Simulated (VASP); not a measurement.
# Pd: convergence, band structure

Pd, Im-3m (no. 229), 1 atom in the cell. LDA; PAW potentials Pd (LDA set). VASP 6.6.1.

Wanted: band energies at the path's corners within 0.02 eV.

What the run is for: bands; Accuracy asked: standard; Route: KPOINTS_OPT.

Band energies at the path's corners: counted from the Fermi level of the mesh, whose own shifts they hold.

POSCAR:
```
Pd
1.0
   -1.5722810000      1.5722810000      1.5722810000
    1.5722810000     -1.5722810000      1.5722810000
    1.5722810000      1.5722810000     -1.5722810000
Pd
1
Direct
    0.0000000000      0.0000000000      0.0000000000
```

The series start from Plane-wave cutoff (eV): 290; Smearing width (eV): 0.1; k-point mesh: 13 × 13 × 13; Electronic threshold (eV): 1e-6; Precision mode (PREC): Accurate; Bands in all (NBANDS): 19; Highest l that the mixer handles (LMAXMIX): 4. Each series keeps the choices made before it, and each single choice may use up half of a tolerance.

## Plane-wave cutoff (eV)

| Plane-wave cutoff (eV) | Band energies at the path's corners, largest deviation (eV) | Time (s) |
|---|---|---|
| 200 | 0.322 | 5.3 |
| 250 | 0.018 | 5.7 |
| 290 | 0.018 | 6.8 |
| 320 | 0.013 | 6.9 |
| 400 | 0.002 | 10 |
| 500 (reference) | 0.000 | 13 |

Chosen: 400, the loosest value from which every tighter one stays within half of the tolerance.

## Smearing width (eV)

| Smearing width (eV) | Band energies at the path's corners, largest deviation (eV) | Time (s) |
|---|---|---|
| 0.4 | 0.033 | 9.9 |
| 0.3 | 0.020 | 10 |
| 0.2 | 0.017 | 10 |
| 0.15 | 0.015 | 10 |
| 0.1 | 0.011 | 10 |
| 0.05 (reference) | 0.000 | 10 |

Chosen: 0.05; the next looser run is off by more than half of the tolerance, so convergence isn't shown beyond this value.

## k-point mesh

| k-point mesh | Band energies at the path's corners, largest deviation (eV) | Time (s) |
|---|---|---|
| 5 × 5 × 5 | 0.047 | 5.3 |
| 7 × 7 × 7 | 0.073 | 6.1 |
| 9 × 9 × 9 | 0.015 | 7.6 |
| 11 × 11 × 11 | 0.011 | 9.1 |
| 13 × 13 × 13 | 0.032 | 10 |
| 16 × 16 × 16 | 0.013 | 17 |
| 19 × 19 × 19 (reference) | 0.000 | 24 |

Chosen: 19 × 19 × 19; the next looser run is off by more than half of the tolerance, so convergence isn't shown beyond this value.

## Electronic threshold (eV)

| Electronic threshold (eV) | Band energies at the path's corners, largest deviation (eV) | Time (s) |
|---|---|---|
| 0.001 | 0.002 | 20 |
| 0.0001 | 0.002 | 21 |
| 1e-5 | 0.002 | 20 |
| 1e-6 | 0.000 | 24 |
| 1e-7 (reference) | 0.000 | 22 |

Chosen: 0.001.

## Precision mode (PREC)

| Precision mode (PREC) | Band energies at the path's corners, largest deviation (eV) | Time (s) |
|---|---|---|
| SingleN | 0.000 | 10 |
| Normal | 0.000 | 11 |
| Accurate (reference) | 0.000 | 20 |

Chosen: SingleN.

## Bands in all (NBANDS)

| Bands in all (NBANDS) | Band energies at the path's corners, largest deviation (eV) | Time (s) |
|---|---|---|
| 10 | 0.000 | 5.5 |
| 11 | 0.002 | 6.2 |
| 12 | 0.004 | 6.8 |
| 14 | 0.001 | 7.7 |
| 19 | 0.001 | 10 |
| 29 (reference) | 0.000 | 14 |

Chosen: 10.

## Highest l that the mixer handles (LMAXMIX)

| Highest l that the mixer handles (LMAXMIX) | Band energies at the path's corners, largest deviation (eV) | Time (s) |
|---|---|---|
| 4 | 0.000 | 5.5 |
| 2 | 0.001 | 5.3 |
| 6 | 0.000 | 5.3 |

Chosen: 4; no other choice that stays within half of the tolerance saves 30 % of the time.

## All choices together

| Input | Band energies at the path's corners, largest deviation (eV) | Time (s) |
|---|---|---|
| the program's defaults (naive) | 0.284 | 1.7 |
| chosen settings | 0.001 | 5.5 |
| reference settings throughout | 0.000 | 37 |

The chosen settings stay within the tolerance of the reference run, but the reference itself isn't shown to be converged in: Smearing width (eV), k-point mesh.

## The input

INCAR:
```
ALGO     = Normal         # electronic algorithm
EDIFF    = 0.001          # SCF threshold, eV
ENCUT    = 400            # plane-wave cutoff, eV
GGA      = CA             # functional
GGA_COMPAT= F            
ISMEAR   = 1              # smearing method
LASPH    = T              # aspherical terms in the spheres
LCHARG   = F              # write CHGCAR
LMAXMIX  = 4              # l up to which the mixer works
LREAL    = F              # projectors in reciprocal space
LWAVE    = F              # write WAVECAR
NBANDS   = 10             # bands
NELM     = 120            # most SCF steps
PREC     = SingleN        # precision mode
SIGMA    = 0.05           # smearing width, eV
```

KPOINTS:
```
Automatic mesh
0
Gamma
  19 19 19
  0 0 0
```

KPOINTS_OPT:
```
path GHNGPH,PN
12
line-mode
reciprocal
 0.0000000000  0.0000000000  0.0000000000  G
 0.5000000000 -0.5000000000  0.5000000000  H

 0.5000000000 -0.5000000000  0.5000000000  H
 0.0000000000  0.0000000000  0.5000000000  N

 0.0000000000  0.0000000000  0.5000000000  N
 0.0000000000  0.0000000000  0.0000000000  G

 0.0000000000  0.0000000000  0.0000000000  G
 0.2500000000  0.2500000000  0.2500000000  P

 0.2500000000  0.2500000000  0.2500000000  P
 0.5000000000 -0.5000000000  0.5000000000  H

 0.2500000000  0.2500000000  0.2500000000  P
 0.0000000000  0.0000000000  0.5000000000  N
```

Commands:
```
cat potpaw_LDA.64/Pd/POTCAR > POTCAR
mpirun -np 1 vasp_std > vasp.out
```

The chosen input took VASP 6.6.1 5.5 s on 1 core (AMD EPYC 9R45 (Zen 5)), a shared host.

## An input that fails: fixed density asked without a density file

VASP's message: ERROR: charge density could not be read from file CHGCAR for ICHARG>10.

Changes against the starting input:
```
- NELM = 120
+ NELM = 68
+ ICHARG = 11
```
